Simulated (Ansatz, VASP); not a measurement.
## Two plane-wave programs on Al

```
Al
1.0
    -1.41220    1.41220    2.14846
     1.41220   -1.41220    2.14846
     1.41220    1.41220   -2.14846
Al
1
Direct
  0.00000 0.00000 0.00000
```

Alike in both runs: task relaxation of cell and atoms; functional PBEsol; k mesh 8 × 8 × 8; occupations gaussian, width 0.1 eV; no spin polarisation.

|  | VASP | Ansatz |
| --- | --- | --- |
| version | VASP 6.6.1 | Ansatz 0.2.0 |
| potentials or method | VASP PAW PBE potentials, release 64 (Al) | scalar-relativistic, plane waves, PAW |
| plane-wave cutoff (eV) | 600 | 420 |
| valence electrons in the cell | 3 | 3 |

|  | VASP | Ansatz | Ansatz less VASP |
| --- | --- | --- | --- |
| gap on the k mesh at the Fermi level, each at its own relaxed structure (eV) | none | none | - |
| relaxed volume (Å³/atom) | 16.26 | 16.22 | -0.038 |
| relaxed cell length with the largest relative difference (Å) | 2.844 | 2.843 | -0.0008 |
| energy change over the relaxation (meV/atom) | -23 | -23 | -0.3 |

A gap of «none» marks a metal or a gap that the smearing closes.

Caveats: the k mesh is coarse (spacing up to 0.39 Å⁻¹), so the values aren't converged; the PAW data sets were made with another functional, which shifts forces and pressure a little (VASP).
